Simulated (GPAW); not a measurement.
# HfB2 (P6/mmm) in GPAW: equation of state with r2SCAN+U

Aim: the equation of state of HfB2 with r2SCAN+U.

Program: GPAW 26.7.0. These are calculated values, not measurements. Logs are shortened: lines on timing, memory, paths and dates and some standing lists are left out, and cuts for length are marked. The log counts tension as positive stress, the text compression.

## 1. Starting point

The structure is hexagonal, space group P6/mmm (No. 191). Conventional cell: a = 3.140 Å, b = 3.140 Å, c = 3.480 Å, α = 90.00°, β = 90.00°, γ = 120.00°. Around Hf (site symmetry 6/mmm) lie 12 B at 2.51 Å. Around B (site symmetry -6m2) lie 3 B at 1.81 Å.

## 2. Equation of state, r2SCAN+U

run.py

```python
from ase.eos import EquationOfState
from ase.io import Trajectory, read
from ase.units import GPa
from gpaw import GPAW, PW

atoms = read('HfB2.cif')

traj = Trajectory('eos.traj', 'w')
volumes, energies = [], []
for x in [0.94, 0.96, 0.98, 1.0, 1.02, 1.04, 1.06]:
    a = atoms.copy()
    a.set_cell(atoms.cell * x**(1 / 3), scale_atoms=True)
    calc = GPAW(mode=PW(800),
                xc='MGGA_X_R2SCAN+MGGA_C_R2SCAN',
                kpts={'size': (7, 7, 6), 'gamma': True},
                occupations={'name': 'fermi-dirac', 'width': 0.05},
                setups={'Hf': ':d,5.0'},
                nbands=20,
                convergence={'density': 1e-05, 'energy': 1e-05},
                maxiter=150,
                txt=f'eos-{x:.2f}.txt')
    a.calc = calc
    energies.append(a.get_potential_energy(force_consistent=True))
    volumes.append(a.get_volume())
    p = -a.get_stress()[:3].mean() / GPa
    calc.write(f'eos-{x:.2f}.gpw')
    traj.write(a)
    print(f'{x:.2f} {volumes[-1]:10.4f} A^3 {energies[-1]:14.6f} eV {p:9.3f} GPa', flush=True)

v0, e0, B = EquationOfState(volumes, energies, eos='birchmurnaghan').fit()
print(f'V0 = {v0:.4f} A^3, E0 = {e0:.6f} eV, B0 = {B / GPa:.2f} GPa')
```

HfB2.cif

```cif
data_HfB2
_cell_length_a 3.14000000
_cell_length_b 3.14000000
_cell_length_c 3.48000000
_cell_angle_alpha 90.00000000
_cell_angle_beta 90.00000000
_cell_angle_gamma 120.00000000
_space_group_name_H-M_alt 'P1'
_space_group_name_Hall 'P 1'
_space_group_IT_number 1
loop_
_space_group_symop_operation_xyz
'x,y,z'
loop_
_atom_site_label
_atom_site_type_symbol
_atom_site_symmetry_multiplicity
_atom_site_Wyckoff_symbol
_atom_site_fract_x
_atom_site_fract_y
_atom_site_fract_z
_atom_site_occupancy
Hf1 Hf 1 a 0.0000000000 0.0000000000 0.0000000000 1
B1 B 1 a 0.6666666667 0.3333333333 0.5000000000 1
B2 B 1 a 0.3333333333 0.6666666667 0.5000000000 1
```

Potentials or basis: GPAW PAW data sets (gpaw-data 1.2.1), pw.

Run with:

```sh
> OMP_NUM_THREADS=1 python run.py
```

The program printed:

```text
__  _  _
 | _ |_)|_||  |
 |__||  | ||/\| - 26.7.0

Input parameters:
  mode=PW(ecut=800.0),
  convergence={'density': 1e-05, 'energy': 1e-05},
  kpts=MonkhorstPack(size=(7, 7, 6), gamma=True),
  maxiter=150,
  nbands=20,
  occupations=Occupations(name='fermi-dirac', width=0.05),
  setups={'Hf': ':d,5.0'},
  xc=XC(name='MGGA_X_R2SCAN+MGGA_C_R2SCAN')

Diagonalizing LCAO Hamiltonian
Converting LCAO to pw mode

         B  B

       Hf

Atoms  # Å, Bohr magnetons
|   | symbol |         x |        y |        z |    initial magnetic moments |
|---|--------|-----------|----------|----------|-----------------------------|
| 0 |     Hf |  0.000000 | 0.000000 | 0.000000 | ( 0.0000,  0.0000,  0.0000) |
| 1 |      B |  1.537950 | 0.887936 | 1.704480 | ( 0.0000,  0.0000,  0.0000) |
| 2 |      B | -0.000000 | 1.775872 | 1.704480 | ( 0.0000,  0.0000,  0.0000) |

Unit cell  # Å
| periodic |         x |        y |        z |  lengths |     angles |
|----------|-----------|----------|----------|----------|------------|
|      yes |  3.075900 | 0.000000 | 0.000000 | 3.075900 |  90.000000 |
|      yes | -1.537950 | 2.663808 | 0.000000 | 3.075900 |  90.000000 |
|      yes |  0.000000 | 0.000000 | 3.408960 | 3.408960 | 120.000000 |

Number of symmetries: 24
Symmetry operations  # r_c * U_cc + t_c -> r_c
|    | kind |            matrix            |
|----|------|------------------------------|
|  0 |  σ   |  1, 1, 0,  0,-1, 0,  0, 0, 1 |
|  1 |  C2  |  1, 1, 0,  0,-1, 0,  0, 0,-1 |
|  2 |  C6  |  1, 1, 0, -1, 0, 0,  0, 0, 1 |
|  3 |  S6  |  1, 1, 0, -1, 0, 0,  0, 0,-1 |
|  4 |  E   |  1, 0, 0,  0, 1, 0,  0, 0, 1 |
|  5 |  σ   |  1, 0, 0,  0, 1, 0,  0, 0,-1 |
|  6 |  σ   |  1, 0, 0, -1,-1, 0,  0, 0, 1 |
|  7 |  C2  |  1, 0, 0, -1,-1, 0,  0, 0,-1 |
|  8 |  σ   |  0, 1, 0,  1, 0, 0,  0, 0, 1 |
|  9 |  C2  |  0, 1, 0,  1, 0, 0,  0, 0,-1 |
| 10 |  C3  |  0, 1, 0, -1,-1, 0,  0, 0, 1 |
| 11 |  S3  |  0, 1, 0, -1,-1, 0,  0, 0,-1 |
| 12 |  C6  |  0,-1, 0,  1, 1, 0,  0, 0, 1 |
| 13 |  S6  |  0,-1, 0,  1, 1, 0,  0, 0,-1 |
| 14 |  σ   |  0,-1, 0, -1, 0, 0,  0, 0, 1 |
| 15 |  C2  |  0,-1, 0, -1, 0, 0,  0, 0,-1 |
| 16 |  σ   | -1, 0, 0,  1, 1, 0,  0, 0, 1 |
| 17 |  C2  | -1, 0, 0,  1, 1, 0,  0, 0,-1 |
| 18 |  C2  | -1, 0, 0,  0,-1, 0,  0, 0, 1 |
| 19 |  i   | -1, 0, 0,  0,-1, 0,  0, 0,-1 |
| 20 |  C3  | -1,-1, 0,  1, 0, 0,  0, 0, 1 |
| 21 |  S3  | -1,-1, 0,  1, 0, 0,  0, 0,-1 |
| 22 |  σ   | -1,-1, 0,  0, 1, 0,  0, 0, 1 |
| 23 |  C2  | -1,-1, 0,  0, 1, 0,  0, 0,-1 |

BZ-sampling:
  Number of BZ points: 294
  Number of IBZ points: 32

  Monkhorst-Pack size: [7, 7, 6]
  Monkhorst-Pack shift: [0.0, 0.0, 0.08333333333333333]

K-points  # in reciprocal-cell coordinates
|     |                                coordinates |     weight |
|-----|--------------------------------------------|------------|
|   0 | (  0.00000000,   0.00000000,   0.00000000) | 0.00340136 |
|   1 | (  0.00000000,   0.00000000,   0.16666667) | 0.00680272 |
|   2 | (  0.00000000,   0.00000000,   0.33333333) | 0.00680272 |
|   3 | (  0.00000000,   0.00000000,   0.50000000) | 0.00340136 |
|   4 | (  0.14285714,   0.00000000,   0.00000000) | 0.02040816 |
|   5 | (  0.14285714,   0.00000000,   0.16666667) | 0.04081633 |
|   6 | (  0.14285714,   0.00000000,   0.33333333) | 0.04081633 |
|   7 | (  0.14285714,   0.00000000,   0.50000000) | 0.02040816 |
|   8 | (  0.28571429,  -0.14285714,   0.00000000) | 0.02040816 |
|   9 | (  0.28571429,  -0.14285714,   0.16666667) | 0.04081633 |
| ... |                                            |            |
|  31 | (  0.42857143,   0.42857143,   0.50000000) | 0.02040816 |

Plane wave coefficients: 1448
Cutoff: 800.0 eV

Spin-components: 1 (collinear spins)
Bands:           20
Projectors:      16
Spin-degeneracy: 2
Datatype:        complex128

Parallelization:
  kpt:    1
  domain: 1
  band:   1

Density:
  Valence electrons: 18.0
  Components: 1
  Grid points: [21 21 24]
  Charge: 0.0  # |e|

Potential:
  Grid points: [21 21 24]

species:
  Hf:
    name:    Hafnium
    Z:       72.0
    valence: 12
    core:    60
    charge:  0.0  # [|e|]
    Hubbard: {U: 5.0,  # eV
              l: 2,
              scale: True}
    compensation charges:
      type: gauss
      rc: 0.41  # [Å]
      lmax: 2
    cutoffs:
      filter: 2.36  # [Å]
      core: 4.02  # [Å]
    projectors
    | kind |    occ | energy [eV] | rcut [Å] |
    |------|--------|-------------|----------|
    |   5s |  2.000 |     -66.831 |    1.397 |
    |   6s |  2.000 |      -5.097 |    1.397 |
    |   5p |  6.000 |     -35.599 |    1.307 |
    |   6p |  0.000 |      -1.401 |    1.307 |
    |   5d |  2.000 |      -2.699 |    1.334 |
    |    d |        |      24.513 |    1.334 |

    Using partial waves for Hf as LCAO basis

  B:
    name:    Boron
    Z:       5.0
    valence: 3
    core:    2
    charge:  0.0  # [|e|]
    compensation charges:
      type: gauss
      rc: 0.20  # [Å]
      lmax: 2
    cutoffs:
      filter: 1.14  # [Å]
      core: 1.38  # [Å]
    projectors
    | kind |    occ | energy [eV] | rcut [Å] |
    |------|--------|-------------|----------|
    |   2s |  2.000 |      -9.443 |    0.635 |
    |   2p |  1.000 |      -3.606 |    0.635 |
    |    s |        |      17.768 |    0.635 |
    |    p |        |      23.605 |    0.635 |
    |    d |        |       0.000 |    0.635 |

    Using partial waves for B as LCAO basis

Reference energy: -411225.094410  # eV

eigensolver:
  PPCG
  Converge bands: occupied
  niter=2

density mixing:
  MSR1-Mixer
  Pratt-step length: 0.05
  Maximum mixing coefficient: 0.75
  Old densities: 10
  SVD Regularization: 0.005
  Good broyden scale: 1.0
  Trust region scale: 1.0
  Backstep threshold: 4.0
  History deletion threshold: 6.0
  Fourier metric: weight=20.0, sigma=0.015

occupation numbers:
  Fermi-Dirac:
    width: 0.0500  # eV

poisson solver:
  ecut: 6400.0  # eV

xc functional:
  name: MGGA_X_R2SCAN+MGGA_C_R2SCAN with 2 nearest neighbor stencil

convergence criteria:
- Maximum integral of absolute [dens]ity change: 1e-05 electrons / valence electron
- Maximum [total energy] change in last 3 cyles: 1e-05 eV / valence electron
- Maximum integral of absolute [eigenst]ate change: 4e-08 eV^2 / valence electron
maximum number of iterations: 150

SCF iterations
|iter     | |      energy | eigst |  dens |
|---------|-|-------------|-------|-------|
|iter:   1| |  -37.349367 | +0.08 |       |
|iter:   2| |  -34.481878 | -1.67 | -0.90 |
|iter:   3| |  -33.404379 | -1.53 | -0.96 |
|iter:   4| |  -33.402467 | -2.11 | -1.45 |
|iter:   5| |  -33.422409 | -3.04 | -2.07 |
|iter:   6| |  -33.422727 | -4.92 | -2.95 |
|iter:   7| |  -33.422849 | -5.31 | -3.26 |
|iter:   8| |  -33.422851c| -6.80 | -3.94 |
|iter:   9| |  -33.422851c| -8.03c| -4.61 |
|iter:  10| |  -33.422851c| -7.67c| -5.03c|

Converged in 10 steps
Energy contributions relative to reference atoms: (reference = -411225.094410)

Energy contributions:
  Kinetic:          46.743613
  Coulomb:         -41.140078
  Zero:             -0.402645
  External:          0.000000
  Xc:              -38.622029
  Entropy:          -0.003424
  Spinorbit:         0.000000
  ----------------------------
  Free energy:     -33.424563
  Extrapolated:    -33.422851

dipole moment: (-5.555437, -9.622300, -12.313963)  # |e|*Ang

Fermi level: 14.123
Eigenvalues  # (at kpt = [0.000, 0.000, 0.000])
| band index |      eig [eV] | occ [0-2] |
|------------|---------------|-----------|
|          0 |       -50.476 |     2.000 |
|          1 |       -18.830 |     2.000 |
|          2 |       -18.261 |     2.000 |
|          3 |       -18.261 |     2.000 |
|          4 |        -1.273 |     2.000 |
|          5 |        10.656 |     2.000 |
[... 9 lines left out ...]
|         15 |        19.814 |     0.000 |
|         16 |        22.647 |     0.000 |
|        ... |               |           |
|         19 |        37.002 |     0.000 |

No gap
No difference between direct/indirect transitions

Stress tensor  # eV/Ang^3
|         x |         y |         z |
|-----------|-----------|-----------|
| -0.214991 |  0.000000 |  0.000000 |
|  0.000000 | -0.214991 |  0.000000 |
|  0.000000 |  0.000000 | -0.247299 |

# Writing to eos-0.94.gpw (mode='')
```

Wall time 5.6 min (1 thread of Intel Xeon at 2.60GHz (Ice Lake), shared host); peak memory 0.86 GiB.

What came out:

- Equilibrium volume: 10.53 Å³/atom (rough: see the caveat)
- Bulk modulus at fixed shape and positions: 237 GPa (rough)

Energy against volume, from the lowest point:
```csv
volume (Å³/atom),energy (meV/atom)
9.311,125.51
9.509,85.16
9.707,53.50
9.905,29.84
10.103,13.41
10.301,3.66
10.499,0.00
```

Caveat: the minimum lies outside the volumes run; the cell was scaled at fixed shape and fractional positions, which overstates the stiffness of a crystal with free parameters, most of all of layers and chains; the PAW data sets were made with another functional, which shifts forces and pressure a little; the U is typed as a test and isn't derived for this compound. The run has no spin-orbit coupling, so splittings on Hf are missing.
